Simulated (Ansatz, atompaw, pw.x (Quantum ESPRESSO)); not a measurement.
# Equation-of-state test of one PAW (atompaw) potential (C (Z = 6))

C, PAW, made with atompaw 4.2.0.5 (PBE, scalar-relativistic). Core [He], reference 2s2 2p2. Waves: 2s (bound): rc 1.50 bohr; 2s channel at 3 Ry: rc 1.50 bohr; 2p (bound): rc 2.45 bohr; 2p channel at 1.65 Ry: rc 2.45 bohr; 3d channel at 0.05 Ry: rc 2.05 bohr. Local part: troulliermartins scheme with l = 3 at 0.5 Ry, radius 2.40 bohr. Core correction: smooth core density matched at 2.10 bohr. Augmentation charge: sinc compensation charge, radius 2.10 bohr; PAW radius 2.45 bohr; waves and projectors: custom polynom vanderbiltortho.

Crystal test: bcc C in pw.x 7.5, no spin, 18³ k-points, Fermi–Dirac smearing 0.01 Ry, cutoffs 40/400 Ry. The reference is all-electron LAPW (Ansatz 0.2.0) with the same functional, mesh and smearing; V0 and B0 come from Birch–Murnaghan fits to the pressures at five volumes. Errors are pseudo minus all-electron; Δ is the rms difference of the E(V) curves that follow from these fits, minima aligned, over ±6 % about the mean V0. Mesh and smearing are coarse, so the numbers serve the comparison and aren't converged zero-temperature values; the lattice is a test structure that the element need not adopt.

All-electron: a0 = 2.375 Å (V0 = 6.70 Å³/atom), B0 = 182.8 GPa.

**Question.** How far does the potential miss the all-electron equation of state?

**Answer.** mean pressure error (GPa): +5.68. The pressure does not cross zero within the volumes sampled, so no fit is given. The largest radius (2.45 bohr) exceeds half the bond length (1.93 bohr), so the spheres overlap, which is one possible source of error among others. This is a poor potential for the solid.

```tsv
V (Å³/atom)	P all-electron (GPa)	P pseudo (GPa)
6.226	15.56	22.18
6.390	9.46	15.56
6.554	4.10	9.72
6.718	-0.60	4.62
6.882	-4.71	0.15
```

**Question.** At the middle volume, how do free energy and pressure move when the wave cutoff is lowered (ecutrho held at 400 Ry)?

**Answer.**

```
cutoff (Ry)  shift of F (meV/atom)  shift of P (GPa)
         18                  +21.8             -0.79
         24                   +4.9             -0.44
         32                   +0.4             -0.04
```

The run at the middle volume (195 k-points, 6 iterations) took about 4.7 s on one core of a shared host (Intel(R) Xeon(R) Platinum 8488C, 192 threads, 744 GiB, load 94).
